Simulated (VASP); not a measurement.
Set up this calculation in VASP 6.6.1, as the native input.

```
Task                   : single point
Functional             : PBEsol
Potentials or basis    : VASP PAW PBE potentials, release 64 (C)
Cutoff                 : 520 eV
k mesh                 : 2 × 2 × 1
Occupations            : fermi-dirac, width 0.05 eV
Spin                   : no spin polarisation
Dipole correction      : no
Further INCAR settings : LREAL = Auto; ALGO = Fast; EDIFF = 1e-06; NBANDS = 51
```

The structure of C lies in POSCAR:

```
C
1.0
    7.3980000000      0.0000000000      0.0000000000
   -3.6990000000      6.4068560000      0.0000000000
    0.0000000000      0.0000000000     13.0000000000
C
18
Direct
   -0.0004018449     -0.0139694103      0.0655076923
    0.2065998121      0.0978170884      0.0783000000
    0.0193053014      0.3462072505      0.0739461538
    0.2214670807      0.4461782815      0.0932846154
   -0.0247519559      0.6634455340      0.0897615385
    0.2322652720      0.7948360319      0.0946384615
    0.3426755187      0.0161701777      0.0877384615
    0.5675362136      0.1202305780      0.0737000000
    0.3258234040      0.3215305604      0.0873461538
    0.5437684622      0.4254660944      0.0725076923
    0.3397926470      0.6736377406      0.0917615385
    0.5549812620      0.7649773930      0.0673307692
    0.6896140546      0.0096147003      0.0626923077
    0.8921014873      0.1143462566      0.0556846154
    0.6747624647      0.3458482601      0.0796615385
    0.8886332231      0.4528274086      0.0745769231
    0.6511571794      0.6503814039      0.0611769231
    0.8746767553      0.7704402908      0.0749923077
```

The cell was built by a generator and needn't be a form met in nature.

The input as run:

INCAR

```
SYSTEM = C
ALGO = Fast
EDIFF = 1E-6
ENCUT = 520
GGA = PS
ISIF = 2
ISMEAR = -1
LASPH = .True.
LCHARG = .False.
LREAL = Auto
LWAVE = .False.
NBANDS = 51
NELM = 100
PREC = Accurate
SIGMA = 0.05
```

KPOINTS

```
k-points
0
Gamma
  2 2 1
  0 0 0
```

Potentials or basis: VASP PAW PBE potentials, release 64 (C).

Run with:

```sh
$ cat potpaw_PBE.64/C/POTCAR > POTCAR
$ mpirun -np 1 vasp_std > vasp.out
```

It gave:

| Item | Value |
| --- | --- |
| Largest force | 7.981 eV/Å |
| Band gap on the k mesh | 0.18 eV, direct |

Caveat: the k mesh is coarse (spacing up to 0.49 Å⁻¹), so the values aren't converged; the PAW data sets were made with another functional, which shifts forces and pressure a little.

It took 2.4 min on 1 thread of Intel(R) Xeon(R) 6975P-C (Granite Rapids), with other jobs on the host, peak memory 0.63 GiB.
